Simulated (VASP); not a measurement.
S, 1 atom in the cell. It takes space group I4/mmm (No. 139, tetragonal). Conventional cell: a = 2.736 Å, b = 2.736 Å, c = 4.108 Å, α = 90.00°, β = 90.00°, γ = 90.00°. S (site symmetry 4/mmm) has 12 S at 2.74 to 2.82 Å as nearest neighbours. This isn't the form of S at room conditions, which is orthorhombic, of S8 rings. The cell isn't the ideal one: strain -0.030 along x and y, +0.030 along z, atoms carried along.

| Item | Value |
| --- | --- |
| Program | VASP 6.6.1 |
| Task | single point |
| Functional | PBE |
| Dispersion | D3(BJ) |
| Potentials or basis | VASP PAW PBE potentials, release 64 (S) |
| Cutoff | 520 eV |
| k mesh | 20 × 20 × 20 |
| Occupations | gaussian, width 0.15 eV |
| Spin | no spin polarisation |
| Dipole correction | no |
| Further INCAR settings | ALGO = Normal; EDIFF = 1e-07; NBANDS = 9 |

Potentials or basis: VASP PAW PBE potentials, release 64 (S).

The run is started by

```console
$ cat potpaw_PBE.64/S/POTCAR > POTCAR
$ mpirun -np 1 vasp_std > vasp.out
```

Hardware: 1 thread of AMD EPYC 9R45 (Zen 5) (shared host).

Q: How long does it take, and how much memory?

A: It took 38 s on 1 thread of AMD EPYC 9R45 (Zen 5) (shared host), peak memory 0.16 GiB. Counts: scf iterations 10, k points 641.
